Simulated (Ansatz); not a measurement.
# Zn24O23: the cost of one run

Computed with Ansatz 0.2.0 (DFT PBE, scalar-relativistic, plane waves, PAW, unless a step's input says otherwise).

2 further runs of the same task are left out: 2 set aside as unsound or not needed.

## Step 1: The system as given

Symmetry: P6_3mc, No. 186, hexagonal system. Conventional cell: a = 3.279 Å, b = 3.279 Å, c = 5.293 Å, α = 90.00°, β = 90.00°, γ = 120.00°. Around Zn (site symmetry 3m) lie 4 O at 2.00 to 2.01 Å. O (site symmetry 3m) has 4 Zn at 2.00 to 2.01 Å as nearest neighbours.

Coordinates:

```cif
data_structure
_symmetry_space_group_name_H-M 'P6_3mc'
_symmetry_Int_Tables_number 186
_cell_length_a 3.2794
_cell_length_b 3.2794
_cell_length_c 5.2932
_cell_angle_alpha 90.000
_cell_angle_beta 90.000
_cell_angle_gamma 120.000
_cell_volume 49.30
loop_
_atom_site_label
_atom_site_type_symbol
_atom_site_symmetry_multiplicity
_atom_site_Wyckoff_symbol
_atom_site_fract_x
_atom_site_fract_y
_atom_site_fract_z
_atom_site_occupancy
Zn1 Zn 2 b 0.66667 0.33333 0.50060 1
O1 O 2 b 0.66667 0.33333 0.87971 1
```

It goes back to an entry of the Materials Project.

This cell was relaxed beforehand with the same method: volume 12.32 Å³/atom, gap on the mesh 0.74 eV.

The host's static dielectric tensor, from an earlier linear-response run, has a mean of 10.90.

The perfect supercell (rows 0 2 1; -2 -2 1; 2 0 1 in vectors of this cell) was computed beforehand with the same settings: E(σ→0) = -93284.3332 eV for 48 atoms, gap 1.98 eV on its own mesh.

## Step 2: The defect cell

The atom at (0.460, 0.793, 0.627) of the supercell is taken out. The other atoms start on their ideal sites. Its neighbours are 3 Zn at 2.00 Å, 1 Zn at 2.01 Å.

## Step 3: Relaxing the defect, charge 0

input.yaml

```yaml
crystal:
  lattice:
    - [-3.2793907958, 5.6800714764, 5.2932332175]
    - [-3.2793907959, -5.6800714763, 5.2932332175]
    - [6.5587815918, -1.0e-10, 5.2932332175]
  atoms:
    - { symbol: Zn, position: [0.3335348034, 0.6668681368, 0.5002014701] }
    - { symbol: Zn, position: [0.6668681368, 0.5002014701, 0.3335348034] }
    - { symbol: Zn, position: [0.0002014701, 0.8335348034, 0.6668681368] }
    - { symbol: Zn, position: [0.1668681368, 0.5002014701, 0.8335348034] }
    - { symbol: Zn, position: [0.5002014701, 0.8335348034, 0.1668681368] }
    - { symbol: Zn, position: [0.1668681368, 0.0002014701, 0.3335348034] }
    - { symbol: Zn, position: [0.5002014701, 0.3335348034, 0.6668681368] }
    - { symbol: Zn, position: [0.8335348034, 0.6668681368, 0.0002014701] }
    - { symbol: Zn, position: [0.8335348034, 0.1668681368, 0.5002014701] }
    - { symbol: Zn, position: [0.3335348034, 0.1668681368, 0.0002014701] }
    - { symbol: Zn, position: [0.6668681368, 0.0002014701, 0.8335348034] }
    - { symbol: Zn, position: [0.0002014701, 0.3335348034, 0.1668681368] }
    - { symbol: Zn, position: [0.3335348034, 0.5002014701, 0.1668681368] }
    - { symbol: Zn, position: [0.6668681368, 0.3335348034, 0.0002014701] }
    - { symbol: Zn, position: [0.0002014701, 0.6668681368, 0.3335348034] }
    - { symbol: Zn, position: [0.1668681368, 0.3335348034, 0.5002014701] }
    - { symbol: Zn, position: [0.5002014701, 0.6668681368, 0.8335348034] }
    - { symbol: Zn, position: [0.1668681368, 0.8335348034, 0.0002014701] }
    - { symbol: Zn, position: [0.5002014701, 0.1668681368, 0.3335348034] }
    - { symbol: Zn, position: [0.8335348034, 0.5002014701, 0.6668681368] }
    - { symbol: Zn, position: [0.8335348034, 0.0002014701, 0.1668681368] }
    - { symbol: Zn, position: [0.3335348034, 0.0002014701, 0.6668681368] }
    - { symbol: Zn, position: [0.6668681368, 0.8335348034, 0.5002014701] }
    - { symbol: Zn, position: [0.0002014701, 0.1668681368, 0.8335348034] }
    - { symbol: O, position: [0.7932351966, 0.6265685299, 0.4599018632] }
    - { symbol: O, position: [0.1265685299, 0.9599018632, 0.7932351966] }
    - { symbol: O, position: [0.2932351966, 0.6265685299, 0.9599018632] }
    - { symbol: O, position: [0.6265685299, 0.9599018632, 0.2932351966] }
    - { symbol: O, position: [0.2932351966, 0.1265685299, 0.4599018632] }
    - { symbol: O, position: [0.6265685299, 0.4599018632, 0.7932351966] }
    - { symbol: O, position: [0.9599018632, 0.7932351966, 0.1265685299] }
    - { symbol: O, position: [0.9599018632, 0.2932351966, 0.6265685299] }
    - { symbol: O, position: [0.4599018632, 0.2932351966, 0.1265685299] }
    - { symbol: O, position: [0.7932351966, 0.1265685299, 0.9599018632] }
    - { symbol: O, position: [0.1265685299, 0.4599018632, 0.2932351966] }
    - { symbol: O, position: [0.4599018632, 0.6265685299, 0.2932351966] }
    - { symbol: O, position: [0.7932351966, 0.4599018632, 0.1265685299] }
    - { symbol: O, position: [0.1265685299, 0.7932351966, 0.4599018632] }
    - { symbol: O, position: [0.2932351966, 0.4599018632, 0.6265685299] }
    - { symbol: O, position: [0.6265685299, 0.7932351966, 0.9599018632] }
    - { symbol: O, position: [0.2932351966, 0.9599018632, 0.1265685299] }
    - { symbol: O, position: [0.6265685299, 0.2932351966, 0.4599018632] }
    - { symbol: O, position: [0.9599018632, 0.6265685299, 0.7932351966] }
    - { symbol: O, position: [0.9599018632, 0.1265685299, 0.2932351966] }
    - { symbol: O, position: [0.4599018632, 0.1265685299, 0.7932351966] }
    - { symbol: O, position: [0.7932351966, 0.9599018632, 0.6265685299] }
    - { symbol: O, position: [0.1265685299, 0.2932351966, 0.9599018632] }
  host:
    lattice:
      - [3.2793907959, 0.0, 0.0]
      - [-1.6396953979, 2.8400357382, 0.0]
      - [0.0, 0.0, 5.2932332175]
    atoms:
      - { symbol: Zn, position: [0.6666666667, 0.3333333333, 0.5006044103] }
      - { symbol: Zn, position: [0.3333333333, 0.6666666667, 0.0006044103] }
      - { symbol: O, position: [0.6666666667, 0.3333333333, 0.8797055897] }
      - { symbol: O, position: [0.3333333333, 0.6666666667, 0.3797055897] }
basis:
  ecutwfc: 420
  xc_grid: 2
kpoints:
  mp_grid: { grid: [2, 2, 2], shift: [0.5, 0.5, 0.5] }
hamiltonian:
  xc: pbe
scf:
  occupations: { method: gaussian, width: 0.01 }
output:
  forces: true
  stress: false
  eigenvalues: true
  charged_corrections:
    defect_position: [0.45990186, 0.7932352, 0.62656853]
    epsilon: [[10.5527, 0.0, 0.0], [0.0, 10.5527, 0.0], [0.0, 0.0, 11.5861]]
  write_density: true
  write_potential: true
  elf: true
  volumetric_format: npy
relax:
  adjacent_minimum: "off"
  f_tol: 0.025
  max_steps: 45
```

Command:

```sh
$ ansatz run input.yaml --threads 4 --pin off --max-ram 6144MiB --backend cpu --events-out ev --progress --plain --runs-dir out
```

Q: Estimate wall time and peak memory on 4 threads of Arm Neoverse V2, shared host.

About 1.8 min, with a peak of 1.7 GiB.
